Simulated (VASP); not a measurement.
# ZnO (P6_3/mmc) in VASP: a series of runs

Runs on ZnO. Level: PBE+D3(BJ). Tasks: single point.

All numbers are computed with VASP 6.6.1; they aren't measurements. Logs are shortened: lines on timing, memory, paths and dates and some standing lists are left out, and cuts for length are marked.

## 1. The cell of the first run

It takes space group P6_3/mmc (No. 194, hexagonal). The conventional cell has a = 3.288 Å, b = 3.288 Å, c = 7.237 Å, α = 90.00°, β = 90.00°, γ = 120.00°. Around Zn (site symmetry -6m2) lie 3 O at 1.90 Å. O (site symmetry -6m2) is surrounded by 3 Zn at 1.90 Å.

Measurements of this composition are mostly on another form, of space group No. 186.

## 2. Single point, PBE+D3(BJ) (strain +0.000 along x and y, +0.015 along z, atoms carried along)

INCAR

```
SYSTEM = ZnO
PREC = Accurate
ENCUT = 520
EDIFF = 1E-7
ISMEAR = 0
SIGMA = 0.05
LREAL = .False.
LASPH = .True.
NELM = 100
ALGO = Normal
ISIF = 2
LWAVE = .False.
LCHARG = .True.
GGA = PE
IVDW = 12
LELF = .True.
LVHAR = .True.
NBANDS = 26
```

KPOINTS

```
Automatic mesh
0
Gamma
  9 9 4
  0 0 0
```

POSCAR

```
ZnO
1.0
    3.2879671587      0.0000000000      0.0000000000
   -1.6439835793      2.8474630862      0.0000000000
    0.0000000000      0.0000000000      7.2373979702
Zn O
2 2
Direct
    0.0000000000      0.0000000000      0.7500000000
    0.0000000000      0.0000000000      0.2500000000
    0.3333333333      0.6666666667      0.2500000000
    0.6666666667      0.3333333333      0.7500000000
```

Potentials or basis: VASP PAW PBE potentials, release 64 (Zn, O).

Started as:

```sh
$ cat potpaw_PBE.64/Zn/POTCAR potpaw_PBE.64/O/POTCAR > POTCAR
$ mpirun -np 1 vasp_std > vasp.out
```

OUTCAR:

```text
SYSTEM = ZnO
   PREC = Accurate
   ENCUT = 520
   EDIFF = 1E-7
   ISMEAR = 0
   LREAL = .False.
   LASPH = .True.
   NELM = 100
   ISIF = 2
   GGA = PE
   IVDW = 12
 IVDW          = 12

 ion  position               nearest neighbor table
   1  0.000  0.000  0.750-   4 1.90   4 1.90   4 1.90
   2  0.000  0.000  0.250-   3 1.90   3 1.90   3 1.90
   3  0.333  0.667  0.250-   2 1.90   2 1.90   2 1.90
   4  0.667  0.333  0.750-   1 1.90   1 1.90   1 1.90

  LATTYP: Found a hexagonal cell.
 ALAT       =     3.2879671587
 C/A-ratio  =     2.2011770863

  Lattice vectors:

 A1 = (   3.2879671587,   0.0000000000,   0.0000000000)
 A2 = (  -1.6439835793,   2.8474630862,   0.0000000000)
 A3 = (   0.0000000000,   0.0000000000,   7.2373979702)

Analysis of symmetry for initial positions (statically):
=====================================================================
 Subroutine PRICEL returns:
 Original cell was already a primitive cell.

 Routine SETGRP: Setting up the symmetry group for a
 hexagonal supercell.

 Subroutine GETGRP returns: Found 24 space group operations
 (whereof 12 operations were pure point group operations)
 out of a pool of 24 trial point group operations.

The static configuration has the point symmetry D_3d.
 The point group associated with its full space group is D_6h.

Analysis of symmetry for dynamics (positions and initial velocities):
=====================================================================
 Subroutine PRICEL returns:
 Original cell was already a primitive cell.

 Routine SETGRP: Setting up the symmetry group for a
 hexagonal supercell.

 Subroutine GETGRP returns: Found 24 space group operations
 (whereof 12 operations were pure point group operations)
 out of a pool of 24 trial point group operations.

The dynamic configuration has the point symmetry D_3d.
 The point group associated with its full space group is D_6h.

 Subroutine INISYM returns: Found 24 space group operations
 (whereof 12 operations are pure point group operations),
 and found     1 'primitive' translations

----------------------------------------------------------------------------------------

                                     Primitive cell

  volume of cell :      67.7592

  direct lattice vectors                    reciprocal lattice vectors
     3.287967159  0.000000000  0.000000000     0.304139291  0.175594901  0.000000000
    -1.643983579  2.847463086  0.000000000     0.000000000  0.351189803  0.000000000
     0.000000000  0.000000000  7.237397970     0.000000000  0.000000000  0.138171205

[... 89 lines left out ...]
   EDIFFG = 0.1E-05   stopping-criterion for IOM
   NSW    =      0    number of steps for IOM
   IBRION =     -1    ionic relax: 0-MD 1-quasi-New 2-CG
   NFREE  =      0    steps in history (QN), initial steepest desc. (CG)
   ISIF   =      2    stress and relaxation
   ISYM   =      2    0-nonsym 1-usesym 2-fastsym
   POTIM  = 0.5000    time-step for ionic-motion
   TEBEG  =    0.0;   TEEND  =   0.0 temperature during run
   PSTRESS=    0.0 pullay stress
   NELECT =      36.0000    total number of electrons
   NUPDOWN=      -1.0000    fix difference up-down
   EMIN   =  10.00;   EMAX   =-10.00  energy-range for DOS
   EFERMI =   0.00;   METHOD = LEGACY
   ISMEAR =     0;   SIGMA  =   0.05  broadening in eV -4-tet -1-fermi 0-gaus
   EFERMI_NEDOS =   21; number of points for ismear=-14 and -15
   IALGO  =     38    algorithm
   IMIX   =      4    mixing-type and parameters
     AMIX     =   0.40;   BMIX     =  1.00
     AMIX_MAG =   1.60;   BMIX_MAG =  1.00
  volume/ion in A,a.u.               =      16.94       114.32
  Fermi-wavevector in a.u.,A,eV,Ry     =   1.325927  2.505639 23.920168  1.758083
  Thomas-Fermi vector in A             =   2.455352
   LORBIT       =      0    0 simple, 1 ext, 2 COOP (PROOUT), +10 PAW based schemes
   GGA     = PE    functional components
   LHFCALC =     F    Hartree Fock is set to
   AEXX    =    0.0000 exact exchange contribution
   IVDW    =    12    specifies the selected vdW correction
   LEPSILON=     F    determine dielectric tensor
   LRPA    =     F    only Hartree local field effects (RPA)
 non-spin polarized calculation
 Gauss-broadening in eV      SIGMA  =   0.05
  energy-cutoff  :      520.00
  volume of cell :       67.76
 maximum number of plane-waves:      1848
   NGX = 13   NGY = 13   NGZ = 27

 number of electron      36.0000045 magnetization

 Free energy of the ion-electron system (eV)
  ---------------------------------------------------
  ext. energy  EPLUGINS =         0.00000000
  ---------------------------------------------------
  free energy    TOTEN  =       -16.96876777 eV

  energy without entropy =      -16.96876777  energy(sigma->0) =      -16.96876777

 E-fermi :  -0.5628     XC(G=0):  -8.8375

 val. band max:       -0.8244869470   @ k =   0.0000   0.0000   0.0000
 cond. band min:       0.0188519439   @ k =   0.0000   0.0000   0.0000
 fundamental gap:      0.8433388909
 Fermi energy:        -0.5628185875

 k-point     1 :       0.0000    0.0000    0.0000
  band No.  band energies     occupation
      1     -18.2830      2.00000
      2     -18.2116      2.00000
      3      -6.9296      2.00000
      4      -6.9296      2.00000
      5      -6.9170      2.00000
      6      -6.9170      2.00000
[... 685 lines left out ...]
     25       8.9632      0.00000
     26       9.2661      0.00000

 [... further k-points ...]

------------------------ aborting loop because EDIFF is reached ----------------------------------------

 Edisp (eV)   -0.61173

 E8    (eV) :    -0.2296

  FORCE on cell =-STRESS in cart. coord.  units (eV):
  Direction    XX          YY          ZZ          XY          YZ          ZX
  --------------------------------------------------------------------------------------
  -------------------------------------------------------------------------------------
  Total      -0.63592    -0.63592    -0.69763    -0.00000     0.00000     0.00000
  in kB     -15.03635   -15.03635   -16.49547    -0.00000     0.00000     0.00000
  external pressure =      -15.52 kB  Pullay stress =        0.00 kB

 VOLUME and BASIS-vectors are now :
 -----------------------------------------------------------------------------
  energy-cutoff  :      520.00
  volume of cell :       67.76
      direct lattice vectors                 reciprocal lattice vectors
     3.287967159  0.000000000  0.000000000     0.304139291  0.175594901  0.000000000
    -1.643983579  2.847463086  0.000000000     0.000000000  0.351189803  0.000000000
     0.000000000  0.000000000  7.237397970     0.000000000  0.000000000  0.138171205

 POSITION                                       TOTAL-FORCE (eV/Angst)
 -----------------------------------------------------------------------------------
      0.00000      0.00000      5.42805        -0.000000      0.000000     -0.000000
      0.00000      0.00000      1.80935         0.000000     -0.000000     -0.000000
     -0.00000      1.89831      1.80935        -0.000000     -0.000000      0.000000
      1.64398      0.94915      5.42805         0.000000      0.000000     -0.000000
 -----------------------------------------------------------------------------------
    total drift:                               -0.000000      0.000000      0.000000

  FREE ENERGIE OF THE ION-ELECTRON SYSTEM (eV)
  ---------------------------------------------------
  free  energy   TOTEN  =       -17.5804948618 eV

  energy  without entropy=      -17.5804948618  energy(sigma->0) =      -17.58049486
```

OSZICAR:

```text
N       E                     dE             d eps       ncg     rms          rms(c)
DAV:   1     0.296161543880E+03    0.29616E+03   -0.17887E+04  1880   0.177E+03
DAV:   2     0.143761148043E+02   -0.28179E+03   -0.26263E+03  2052   0.386E+02
DAV:   3    -0.203039672730E+02   -0.34680E+02   -0.34300E+02  2076   0.139E+02
DAV:   4    -0.210643118743E+02   -0.76034E+00   -0.75863E+00  2114   0.219E+01
DAV:   5    -0.210686839240E+02   -0.43720E-02   -0.43716E-02  2094   0.164E+00    0.158E+01
DAV:   6    -0.168268287849E+02    0.42419E+01   -0.10772E+01  3228   0.726E+01    0.912E+00
DAV:   7    -0.170228338039E+02   -0.19601E+00   -0.33566E+00  1960   0.177E+01    0.553E+00
DAV:   8    -0.170371503513E+02   -0.14317E-01   -0.85652E-01  2284   0.735E+00    0.196E+00
DAV:   9    -0.169648115446E+02    0.72339E-01   -0.19319E-01  2672   0.658E+00    0.375E-01
DAV:  10    -0.169682123256E+02   -0.34008E-02   -0.44628E-02  1932   0.164E+00    0.129E-01
DAV:  11    -0.169687645413E+02   -0.55222E-03   -0.11296E-03  1984   0.667E-01    0.925E-02
DAV:  12    -0.169687546184E+02    0.99229E-05   -0.51759E-04  2594   0.508E-01    0.166E-02
DAV:  13    -0.169687746826E+02   -0.20064E-04   -0.98696E-05  2374   0.127E-01    0.239E-02
DAV:  14    -0.169687679272E+02    0.67555E-05   -0.28223E-05  2328   0.548E-02    0.507E-03
DAV:  15    -0.169687680285E+02   -0.10136E-06   -0.63849E-06  2000   0.229E-02    0.241E-03
DAV:  16    -0.169687678370E+02    0.19159E-06   -0.25949E-07  1726   0.596E-03    0.169E-03
DAV:  17    -0.169687677689E+02    0.68086E-07   -0.77628E-08  1070   0.546E-03
   1 F= -.17580495E+02 E0= -.17580495E+02  d E =-.967930E-15
```

Run time: 28 s. Hardware: 1 thread of Intel Xeon 6975P-C (Granite Rapids), shared host; peak memory 0.22 GiB.

What came out:

| Property | Result |
| --- | --- |
| Free energy | -17.5805 eV |
| Pressure | -1.6 GPa |
| Band gap on the k mesh | 0.84 eV, direct |
| Dispersion energy per atom | -0.153 eV |

Caveat: an odd mesh through Γ misses points on the zone boundary, where band edges often lie.

## 3. Single point, PBE+D3(BJ) (strain -0.015 along x and y, +0.030 along z, atoms carried along)

INCAR

```
PREC = Accurate ; ENCUT = 520
EDIFF = 1E-6 ; ISMEAR = 0
SIGMA = 0.05 ; LREAL = False
LASPH = True ; NELM = 100
ALGO = Fast ; ISIF = 2
LWAVE = False ; LCHARG = False
GGA = PE ; IVDW = 12
NBANDS = 26
```

KPOINTS

```
Automatic mesh
0
Gamma
  9 9 4
```

POSCAR

```
ZnO
1.0
    3.2386476513      0.0000000000      0.0000000000
   -1.6193238256      2.8047511399      0.0000000000
    0.0000000000      0.0000000000      7.3443545905
Zn O
2 2
Direct
    0.0000000000      0.0000000000      0.7500000000
    0.0000000000      0.0000000000      0.2500000000
    0.3333333333      0.6666666667      0.2500000000
    0.6666666667      0.3333333333      0.7500000000
```

Potentials or basis: VASP PAW PBE potentials, release 64 (Zn, O).

Started as:

```sh
$ cat potpaw_PBE.64/Zn/POTCAR potpaw_PBE.64/O/POTCAR > POTCAR
$ mpirun -np 1 vasp_std > vasp.out
```

Wall time 27 s (1 thread of Intel Xeon 6975P-C (Granite Rapids), shared host); peak memory 0.21 GiB.

Results (log left out):

* Free energy: -17.5489 eV
* Pressure: 2.7 GPa
* Band gap on the k mesh: 0.87 eV, direct
* Dispersion energy per atom: -0.155 eV

Stress tensor (GPa, compression positive):
```
 4.90  0.00  0.00
 0.00  4.90  0.00
 0.00  0.00 -1.72
```

Levels at points of the mesh, in eV from the valence-band top:
| k point | band 16 | band 17 | band 18 | band 19 | band 20 | band 21 |
| --- | --- | --- | --- | --- | --- | --- |
| (0.00, 0.00, 0.00) | -0.01 | 0.00 | 0.00 | 0.87 | 3.30 | 4.99 |
| (0.00, 0.00, 0.50) | 0.00 | 0.00 | 0.00 | 1.90 | 1.90 | 7.00 |

Caveat: an odd mesh through Γ misses points on the zone boundary, where band edges often lie.
